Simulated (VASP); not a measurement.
# O (C2/m) in VASP: settings compared

The runs below take O through single point, with PBE, PBEsol.

Everything below comes from runs of VASP 6.6.1. Logs are shortened: lines on timing, memory, paths and dates and some standing lists are left out, and cuts for length are marked.

## 1. Starting point

Symmetry: C2/m, No. 12, monoclinic system. The conventional cell has a = 5.703 Å, b = 3.325 Å, c = 4.363 Å, α = 90.00°, β = 123.29°, γ = 90.00°. O (site symmetry m) has 1 O at 1.22 Å as nearest neighbours.

## 2. Single point, PBE

INCAR reads:

```
SYSTEM = O
ALGO = Normal ; EDIFF = 1E-6
ENCUT = 500 ; GGA = PE
ISIF = 2 ; ISMEAR = 0
LASPH = .TRUE. ; LCHARG = .FALSE.
LREAL = .FALSE. ; LWAVE = .FALSE.
NBANDS = 13 ; NELM = 80
PREC = Accurate ; SIGMA = 0.02
```

KPOINTS reads:

```
k-points
0
G
  4 4 3
  0 0 0
```

POSCAR reads:

```
O
1.0
    2.8514028533     -1.6624159400      0.0000000000
    2.8514028533      1.6624159400      0.0000000000
   -2.3944914034      0.0000000000      3.6470501824
O
2
Direct
    0.9745461700      0.9745461700      0.8444259800
    0.0254538300      0.0254538300      0.1555740200
```

Potentials or basis: VASP PAW PBE potentials, release 64 (O_GW).

Run with:

```bash
cat potpaw_PBE.64/O_GW/POTCAR > POTCAR
mpirun -np 1 vasp_std > vasp.out
```

OUTCAR:

```text
SYSTEM = O
   EDIFF = 1E-6
   ENCUT = 500
   GGA = PE
   ISIF = 2
   ISMEAR = 0
   LASPH = .TRUE.
   LREAL = .FALSE.
   NELM = 80
   PREC = Accurate

 ion  position               nearest neighbor table
   1  0.975  0.975  0.844-   2 1.22
   2  0.025  0.025  0.156-   1 1.22

  LATTYP: Found a base centered monoclinic cell.
 ALAT       =     5.7028057066
 B/A-ratio  =     0.5830168607
 C/A-ratio  =     0.7650377976
 COS(beta)  =    -0.5488350190

  Lattice vectors:

 A1 = (   2.8514028533,  -1.6624159400,   0.0000000000)
 A2 = (   2.8514028533,   1.6624159400,   0.0000000000)
 A3 = (  -2.3944914034,   0.0000000000,   3.6470501824)

Analysis of symmetry for initial positions (statically):
=====================================================================
 Subroutine PRICEL returns:
 Original cell was already a primitive cell.

 Routine SETGRP: Setting up the symmetry group for a
 base centered monoclinic supercell.

 Subroutine GETGRP returns: Found  4 space group operations
 (whereof  4 operations were pure point group operations)
 out of a pool of  4 trial point group operations.

The static configuration has the point symmetry C_2h.

Analysis of symmetry for dynamics (positions and initial velocities):
=====================================================================
 Subroutine PRICEL returns:
 Original cell was already a primitive cell.

 Routine SETGRP: Setting up the symmetry group for a
 base centered monoclinic supercell.

 Subroutine GETGRP returns: Found  4 space group operations
 (whereof  4 operations were pure point group operations)
 out of a pool of  4 trial point group operations.

The dynamic configuration has the point symmetry C_2h.

 Subroutine INISYM returns: Found  4 space group operations
 (whereof  4 operations are pure point group operations),
 and found     1 'primitive' translations

----------------------------------------------------------------------------------------

                                     Primitive cell

  volume of cell :      34.5756

  direct lattice vectors                    reciprocal lattice vectors
     2.851402853 -1.662415940  0.000000000     0.175352283 -0.300767087  0.115128532
     2.851402853  1.662415940  0.000000000     0.175352283  0.300767087  0.115128532
    -2.394491403  0.000000000  3.647050182     0.000000000  0.000000000  0.274194198

  length of vectors
     3.300624939  3.300624939  4.362861918     0.366693118  0.366693118  0.274194198

  position of ions in fractional coordinates (direct lattice)
     0.974546170  0.974546170  0.844425980
     0.025453830  0.025453830  0.155574020

  ion indices of the primitive-cell ions
   primitive index   ion index
                 1           1
                 2           2

----------------------------------------------------------------------------------------

 KPOINTS: k-points

Automatic generation of k-mesh.
 Grid dimensions read from file:
 generate k-points for:    4    4    3

 Generating k-lattice:

  Cartesian coordinates                     Fractional coordinates (reciprocal lattice)
     0.043838071 -0.075191772  0.028782133     0.250000000  0.000000000  0.000000000
     0.043838071  0.075191772  0.028782133     0.000000000  0.250000000  0.000000000
     0.000000000  0.000000000  0.091398066     0.000000000  0.000000000  0.333333333

  Length of vectors
     0.091673280  0.091673280  0.091398066

  Shift w.r.t. Gamma in fractional coordinates (k-lattice)
     0.000000000  0.000000000  0.000000000

 Subroutine IBZKPT returns following result:
 ===========================================

 Found     17 irreducible k-points:

 Following reciprocal coordinates:
            Coordinates               Weight
  0.000000  0.000000  0.000000      1.000000
  0.250000  0.000000 -0.000000      4.000000
  0.500000  0.000000 -0.000000      2.000000
  0.250000  0.250000  0.000000      2.000000
  0.500000  0.250000 -0.000000      4.000000
 -0.250000  0.250000  0.000000      2.000000
[... 9 lines left out ...]
 -0.250000  0.500000  0.333333      4.000000
 -0.250000 -0.250000  0.333333      2.000000
   k-points           NKPTS =     17   k-points in BZ     NKDIM =     17   number of bands    NBANDS=     13
   number of dos      NEDOS =    301   number of ions     NIONS =      2
   total plane-waves  NPLWV =  18432
   dimension x,y,z NGX =    24 NGY =   24 NGZ =   32
   dimension x,y,z NGXF=    48 NGYF=   48 NGZF=   64
   ions per type =               2
   NGX,Y,Z   is equivalent  to a cutoff of  12.09, 12.09, 12.19 a.u.
   NGXF,Y,Z  is equivalent  to a cutoff of  24.18, 24.18, 24.39 a.u.
 SYSTEM =  O
   PREC   = accura    normal or accurate (medium, high low for compatibility)
   ISTART =      0    job   : 0-new  1-cont  2-samecut
   ICHARG =      2    charge: 1-file 2-atom 10-const
   ISPIN  =      1    spin polarized calculation?
   LNONCOLLINEAR =      F non collinear calculations
   LSORBIT =      F    spin-orbit coupling
   LASPH  =      T    aspherical Exc in radial PAW
   ENCUT  =  500.0 eV  36.75 Ry    6.06 a.u.   6.02  6.02  7.95*2*pi/ulx,y,z
   NELM   =     80;   NELMIN=  2; NELMDL= -5     # of ELM steps
   EDIFF  = 0.1E-05   stopping-criterion for ELM
   LREAL  =      F    real-space projection
   EDIFFG = 0.1E-04   stopping-criterion for IOM
   NSW    =      0    number of steps for IOM
   IBRION =     -1    ionic relax: 0-MD 1-quasi-New 2-CG
   NFREE  =      0    steps in history (QN), initial steepest desc. (CG)
   ISIF   =      2    stress and relaxation
   ISYM   =      2    0-nonsym 1-usesym 2-fastsym
   POTIM  = 0.5000    time-step for ionic-motion
   TEBEG  =    0.0;   TEEND  =   0.0 temperature during run
   PSTRESS=    0.0 pullay stress
   NELECT =      12.0000    total number of electrons
   NUPDOWN=      -1.0000    fix difference up-down
   EMIN   =  10.00;   EMAX   =-10.00  energy-range for DOS
   EFERMI =   0.00;   METHOD = LEGACY
   ISMEAR =     0;   SIGMA  =   0.02  broadening in eV -4-tet -1-fermi 0-gaus
   EFERMI_NEDOS =   21; number of points for ismear=-14 and -15
   IALGO  =     38    algorithm
   IMIX   =      4    mixing-type and parameters
     AMIX     =   0.40;   BMIX     =  1.00
     AMIX_MAG =   1.60;   BMIX_MAG =  1.00
  volume/ion in A,a.u.               =      17.29       116.66
  Fermi-wavevector in a.u.,A,eV,Ry     =   1.150479  2.174089 18.008688  1.323601
  Thomas-Fermi vector in A             =   2.287142
   LORBIT       =      0    0 simple, 1 ext, 2 COOP (PROOUT), +10 PAW based schemes
   GGA     = PE    functional components
   LHFCALC =     F    Hartree Fock is set to
   AEXX    =    0.0000 exact exchange contribution
   IVDW    =     0    specifies the selected vdW correction
   LEPSILON=     F    determine dielectric tensor
   LRPA    =     F    only Hartree local field effects (RPA)
 non-spin polarized calculation
 Gauss-broadening in eV      SIGMA  =   0.02
  energy-cutoff  :      500.00
  volume of cell :       34.58
 maximum number of plane-waves:       890
   NGX = 13   NGY = 13   NGZ = 15

 number of electron      11.9999997 magnetization

 Free energy of the ion-electron system (eV)
  ---------------------------------------------------
  ext. energy  EPLUGINS =         0.00000000
  ---------------------------------------------------
  free energy    TOTEN  =        -9.11042494 eV

  energy without entropy =       -9.10888865  energy(sigma->0) =       -9.10965680

 E-fermi :  -1.8401     XC(G=0):  -7.4436

 val. band max:       -1.8413575114   @ k =  -0.2500   0.2500   0.0000
 cond. band min:      -1.8214285342   @ k =   0.2500   0.2500   0.3333
 fundamental gap:      0.0199289773
 Fermi energy:        -1.8401470785

 k-point     1 :       0.0000    0.0000    0.0000
  band No.  band energies     occupation
      1     -28.3505      2.00000
      2     -15.6511      2.00000
      3      -9.6592      2.00000
      4      -8.1088      2.00000
      5      -8.0834      2.00000
      6      -1.9581      2.00000
      7      -1.6705      0.00000
      8       4.8795      0.00000
      9       8.5877      0.00000
     10      12.4601      0.00000
     11      13.6270      0.00000
     12      16.2739      0.00000
     13      17.3122      0.00000

 k-point     2 :       0.2500    0.0000   -0.0000
  band No.  band energies     occupation
      1     -28.2968      2.00000
      2     -15.6680      2.00000
      3      -9.5495      2.00000
      4      -8.5346      2.00000
      5      -8.1658      2.00000
      6      -1.9532      2.00000
      7      -1.7971      0.00236
      8       6.1045      0.00000
      9       8.5325      0.00000
     10      11.8319      0.00000
     11      12.7836      0.00000
     12      15.3849      0.00000
     13      15.8942      0.00000

 k-point     3 :       0.5000    0.0000   -0.0000
  band No.  band energies     occupation
      1     -28.2425      2.00000
      2     -15.6833      2.00000
      3      -9.2145      2.00000
      4      -9.1721      2.00000
      5      -8.2396      2.00000
      6      -2.1305      2.00000
      7      -1.7332      0.00000
      8       7.9443      0.00000
      9       8.9112      0.00000
     10       9.4401      0.00000
     11      13.0936      0.00000
     12      13.3866      0.00000
     13      16.9989      0.00000
[... 193 lines left out ...]
 k-point    16 :      -0.2500    0.5000    0.3333
  band No.  band energies     occupation
      1     -28.2406      2.00000
      2     -15.7362      2.00000
      3      -9.2283      2.00000
      4      -8.7264      2.00000
      5      -8.4833      2.00000
      6      -2.0199      2.00000
      7      -2.0028      2.00000
      8       6.6775      0.00000
      9       8.6363      0.00000
     10      11.2651      0.00000
     11      12.7700      0.00000
     12      14.3977      0.00000
     13      15.8809      0.00000

 k-point    17 :      -0.2500   -0.2500    0.3333
  band No.  band energies     occupation
      1     -28.2912      2.00000
      2     -15.7704      2.00000
      3      -9.2720      2.00000
      4      -8.5141      2.00000
      5      -8.2219      2.00000
      6      -2.0385      2.00000
      7      -1.7345      0.00000
      8       5.3525      0.00000
      9       8.3273      0.00000
     10      11.9806      0.00000
     11      12.7702      0.00000
     12      16.6022      0.00000
     13      17.5303      0.00000

------------------------ aborting loop because EDIFF is reached ----------------------------------------

  FORCE on cell =-STRESS in cart. coord.  units (eV):
  Direction    XX          YY          ZZ          XY          YZ          ZX
  --------------------------------------------------------------------------------------
  -------------------------------------------------------------------------------------
  Total       -0.0115116     -0.7835939     -0.2883773      0.0000000      0.0000000      0.0258151
  in kB       -0.5334288    -36.3104501    -13.3629271      0.0000000      0.0000000      1.1962281
  external PRESSURE =     -16.7356020 kB  Pullay stress =       0.0000000 kB

 VOLUME and BASIS-vectors are now :
 -----------------------------------------------------------------------------
  energy-cutoff  :      500.00
  volume of cell :       34.58
      direct lattice vectors                 reciprocal lattice vectors
     2.851402853 -1.662415940  0.000000000     0.175352283 -0.300767087  0.115128532
     2.851402853  1.662415940  0.000000000     0.175352283  0.300767087  0.115128532
    -2.394491403  0.000000000  3.647050182     0.000000000  0.000000000  0.274194198

 POSITION                                       TOTAL-FORCE (eV/Angst)
 -----------------------------------------------------------------------------------
      3.53568      0.00000      3.07966        -0.070150      0.000000     -0.448655
     -0.22736      0.00000      0.56739         0.070150      0.000000      0.448655
 -----------------------------------------------------------------------------------
    total drift:                                0.000000     -0.000000      0.000000

  FREE ENERGIE OF THE ION-ELECTRON SYSTEM (eV)
  ---------------------------------------------------
  free  energy   TOTEN  =        -9.1104249417 eV

  energy  without entropy=       -9.1088886500  energy(sigma->0) =       -9.10965680
```

Wall time 3.4 s (1 thread of AMD EPYC 9R45 (Zen 5), shared host); peak memory 0.11 GiB.

Results:

| Item | Value |
| --- | --- |
| Free energy | -9.1104 eV |
| Pressure | -1.7 GPa |
| Largest force | 0.454 eV/Å |
| Band gap on the k mesh | none (metal or under the smearing width) |

Forces in eV/Å, atoms in the order of the input:
```
O   -0.070  0.000 -0.449
O    0.070  0.000  0.449
```

Stress tensor (GPa, compression positive):
```
-0.05  0.00  0.12
 0.00 -3.63  0.00
 0.12  0.00 -1.34
```

Levels at points of the mesh, in eV from the Fermi level:
| k point | band 2 | band 3 | band 4 | band 5 | band 6 | band 7 | band 8 | band 9 | band 10 | band 11 |
| --- | --- | --- | --- | --- | --- | --- | --- | --- | --- | --- |
| (0.00, 0.00, 0.00) | -13.81 | -7.82 | -6.27 | -6.24 | -0.12 | 0.17 | 6.72 | 10.43 | 14.30 | 15.47 |
| (0.50, 0.00, 0.00) | -13.84 | -7.37 | -7.33 | -6.40 | -0.29 | 0.11 | 9.78 | 10.75 | 11.28 | 14.93 |
| (0.50, 0.50, 0.00) | -14.03 | -7.29 | -7.12 | -6.61 | -0.04 | 0.35 | 9.73 | 10.68 | 11.58 | 12.42 |

Caveat: the k mesh is coarse (spacing up to 0.58 Å⁻¹), so the values aren't converged; the cutoff is under 1.25 times the usual one of these potentials, so pressure, stress and relaxed cells hold a basis-set (Pulay) error; the standard files for N, O and F lose accuracy on very short bonds; spin is off for a triplet molecule.

## 3. Single point, PBE

INCAR reads:

```
SYSTEM = O
PREC = Accurate ; ENCUT = 500
EDIFF = 1E-6 ; ISMEAR = 0
SIGMA = 0.02 ; LREAL = .FALSE.
LASPH = .TRUE. ; NELM = 100
ALGO = Normal ; ISIF = 2
LWAVE = .FALSE. ; LCHARG = .FALSE.
GGA = PE
```

KPOINTS reads:

```
regular mesh
0
G
  5 5 4
  0 0 0
```

POSCAR is that of step 2.

Potentials or basis: VASP PAW PBE potentials, release 64 (O_GW).

Run with:

```bash
cat potpaw_PBE.64/O_GW/POTCAR > POTCAR
mpirun -np 1 vasp_std > vasp.out
```

OUTCAR:

```text
SYSTEM = O
   PREC = Accurate
   ENCUT = 500
   EDIFF = 1E-6
   ISMEAR = 0
   LREAL = .FALSE.
   LASPH = .TRUE.
   NELM = 100
   ISIF = 2
   GGA = PE

 ion  position               nearest neighbor table
   1  0.975  0.975  0.844-   2 1.22
   2  0.025  0.025  0.156-   1 1.22

  LATTYP: Found a base centered monoclinic cell.
 ALAT       =     5.7028057066
 B/A-ratio  =     0.5830168607
 C/A-ratio  =     0.7650377976
 COS(beta)  =    -0.5488350190

[... 490 lines left out ...]
      2     -15.7248      2.00000
      3      -9.4233      2.00000
      4      -8.3637      2.00000
      5      -8.1918      2.00000
      6      -2.0036      2.00000
      7      -1.7242      0.00000
      8       5.2516      0.00000
      9       8.2757      0.00000
     10      12.4708      0.00000

 [... further k-points ...]
[... 5 lines left out ...]
  --------------------------------------------------------------------------------------
  -------------------------------------------------------------------------------------
  Total       -0.0524486     -0.8139747     -0.2541040      0.0000000      0.0000000      0.0291150
  in kB       -2.4303839    -37.7182434    -11.7747613      0.0000000      0.0000000      1.3491392
  external PRESSURE =     -17.3077962 kB  Pullay stress =       0.0000000 kB

 VOLUME and BASIS-vectors are now :
 -----------------------------------------------------------------------------
  energy-cutoff  :      500.00
  volume of cell :       34.58
      direct lattice vectors                 reciprocal lattice vectors
     2.851402853 -1.662415940  0.000000000     0.175352283 -0.300767087  0.115128532
     2.851402853  1.662415940  0.000000000     0.175352283  0.300767087  0.115128532
    -2.394491403  0.000000000  3.647050182     0.000000000  0.000000000  0.274194198

 POSITION                                       TOTAL-FORCE (eV/Angst)
 -----------------------------------------------------------------------------------
      3.53568      0.00000      3.07966        -0.077910      0.000000     -0.430415
     -0.22736      0.00000      0.56739         0.077910      0.000000      0.430415
 -----------------------------------------------------------------------------------
    total drift:                                0.000000     -0.000000      0.000000

  FREE ENERGIE OF THE ION-ELECTRON SYSTEM (eV)
  ---------------------------------------------------
  free  energy   TOTEN  =        -9.1083866644 eV

  energy  without entropy=       -9.1066859855  energy(sigma->0) =       -9.10753632
```

Run time: 5.6 s. Hardware: 1 thread of Intel Xeon Platinum 8488C (Sapphire Rapids), shared host; peak memory 0.14 GiB.

Results:

```
Free energy            : -9.1084 eV
Pressure               : -1.7 GPa
Largest force          : 0.437 eV/Å
Band gap on the k mesh : none (metal or under the smearing width)
```

Forces on the atoms (eV/Å):
```
O   -0.078  0.000 -0.430
O    0.078  0.000  0.430
```

Caveat: the k mesh is coarse (spacing up to 0.46 Å⁻¹), so the values aren't converged; the cutoff is under 1.25 times the usual one of these potentials, so pressure, stress and relaxed cells hold a basis-set (Pulay) error; the standard files for N, O and F lose accuracy on very short bonds; spin is off for a triplet molecule.

(Continued in part 2 of 2.)
